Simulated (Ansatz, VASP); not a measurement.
**InGa3N: VASP beside Ansatz**

```
In Ga N
1.0
     4.46008    0.00000    0.00000
     0.00000    4.46008    0.00000
     0.00000    0.00000    4.46008
In Ga N
1 3 1
Direct
  0.00000 0.00000 0.00000
  0.50000 0.50000 0.00000
  0.00000 0.50000 0.50000
  0.50000 0.00000 0.50000
  0.50000 0.50000 0.50000
```

Alike in both runs: task relaxation of cell and atoms; functional PBE; k mesh 8 × 8 × 8; occupations fermi-dirac, width 0.15 eV; no spin polarisation.

```csv
,VASP,Ansatz
version,VASP 6.6.1,Ansatz 0.2.0
potentials or method,"VASP PAW PBE potentials, release 64 (In_d, Ga_d, N)","scalar-relativistic, plane waves, PAW"
plane-wave cutoff (eV),600,420
valence electrons in the cell,57,57
```

```csv
,VASP,Ansatz,Ansatz less VASP
"gap on the k mesh at the Fermi level, each at its own relaxed structure (eV)",none,none,-
relaxed volume (Å³/atom),17.77,17.74,-0.027
relaxed cell length with the largest relative difference (Å),4.462,4.460,-0.0023
```

A gap of «none» marks a metal or a gap that the smearing closes.
